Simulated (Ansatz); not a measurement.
Input of an Ansatz 0.2.0 run:

File input.yaml:

```yaml
crystal:
  lattice:
    - [0.0, 2.8445, 2.8445]
    - [2.8445, 0.0, 2.8445]
    - [2.8445, 2.8445, 0.0]
  atoms:
    - { symbol: S, position: [0.0, 0.0, 0.0] }
    - { symbol: Li, position: [0.75, 0.75, 0.75] }
    - { symbol: Li, position: [0.25, 0.25, 0.25] }
hamiltonian:
  xc: lda
  pseudopotentials: { kind: paw }
kpoints:
  mp_grid: { grid: [8, 8, 8] }
  band_path:
    path:
      - [[0.0, 0.0, 0.0], [0.5, 0.0, 0.5], [0.5, 0.25, 0.75], [0.375, 0.375, 0.75], [0.0, 0.0, 0.0], [0.5, 0.5, 0.5], [0.625, 0.25, 0.625], [0.5, 0.25, 0.75], [0.5, 0.5, 0.5], [0.375, 0.375, 0.75]]
      - [[0.625, 0.25, 0.625], [0.5, 0.0, 0.5]]
    npoints: 14
scf:
  occupations: { method: fermi_dirac, width: 0.05 }
  n_extra_bands: 7
output:
  forces: true
  stress: true
  eigenvalues: true
  fatbands: false
  write_density: true
  write_potential: true
  elf: true
  volumetric_format: npy
```

Potentials or basis: Ansatz PAW.

Run with:

```bash
$ ansatz run input.yaml --threads 2 --pin off --max-ram 5632MiB --backend cpu --events-out ev --progress --plain --runs-dir out
```

Task: What does it give for the band gap on the k mesh?

Result: 3.17 eV, indirect (least direct gap 4.08 eV).

Task: Predict the pressure.

Result: -2.6 GPa.

Task: Estimate the band gap along the path.

Result: 3.17 eV, indirect (least direct gap 4.08 eV).

Levels at the corners of the path, in eV from the valence-band top:
| point | band 3 | band 4 | band 5 | band 6 | band 7 | band 8 | band 9 | band 10 |
| --- | --- | --- | --- | --- | --- | --- | --- | --- |
| Γ | -11.00 | 0.00 | 0.00 | 0.00 | 4.08 | 6.01 | 6.01 | 6.01 |
| X | -10.44 | -2.20 | -1.47 | -1.47 | 3.17 | 6.96 | 10.86 | 10.86 |
| W | -10.43 | -1.87 | -1.87 | -1.83 | 5.31 | 7.05 | 8.74 | 8.74 |
| K | -10.44 | -2.14 | -2.01 | -1.19 | 4.39 | 7.91 | 9.22 | 9.38 |
| Γ | -11.00 | 0.00 | 0.00 | 0.00 | 4.08 | 6.01 | 6.01 | 6.01 |
| L | -10.57 | -2.95 | -0.53 | -0.53 | 5.93 | 6.37 | 6.37 | 8.22 |
| U | -10.44 | -2.14 | -2.01 | -1.19 | 4.39 | 7.91 | 9.22 | 9.38 |
| W | -10.43 | -1.87 | -1.87 | -1.83 | 5.31 | 7.05 | 8.74 | 8.74 |
| L | -10.57 | -2.95 | -0.53 | -0.53 | 5.93 | 6.37 | 6.37 | 8.22 |
| K | -10.44 | -2.14 | -2.01 | -1.19 | 4.39 | 7.91 | 9.22 | 9.38 |
| U | -10.44 | -2.14 | -2.01 | -1.19 | 4.39 | 7.91 | 9.22 | 9.38 |
| X | -10.44 | -2.20 | -1.47 | -1.47 | 3.17 | 6.96 | 10.86 | 10.86 |

Caveat: the PAW data sets come from PBE, with cores solved anew for the run's functional, which leaves a small shift of forces and pressure.
